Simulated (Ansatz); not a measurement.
LiH:

```xyz
2
Lattice="0.0000 2.0368 2.0368 2.0368 0.0000 2.0368 2.0368 2.0368 0.0000" Properties=species:S:1:pos:R:3 pbc="T T T"
Li    0.0000    0.0000    0.0000
H     2.0368    2.0368    2.0368
```

Base run:

| Item | Value |
| --- | --- |
| Program | Ansatz 0.2.0 |
| Functional | PBE0 |
| Potentials or basis | all-electron PAW datasets made for the crystal |
| Cutoff | 220 eV (chosen from the basis error) |
| k mesh | 8 × 8 × 8 |
| Occupations | fermi-dirac, width 0.05 eV |
| Spin | no spin polarisation |

Its results: band gap on the k mesh 4.69 eV, direct; pressure -2.1 GPa.

The run is repeated on the same cell with these changes: functional from PBE0 to PBEsol; cutoff from 220 eV (chosen from the basis error) to 200 eV (chosen from the basis error). What comes out?

Band gap on the k mesh 2.79 eV, direct; pressure -2.4 GPa.

PBE0 gives the wider gap, since exact exchange removes part of the self-interaction.

Caveats: the program warned that the printed levels may be off, so bands, gaps and densities of states are rough (some runs).

A k mesh can miss the band edges.

The runs don't all hold the same shells in valence.
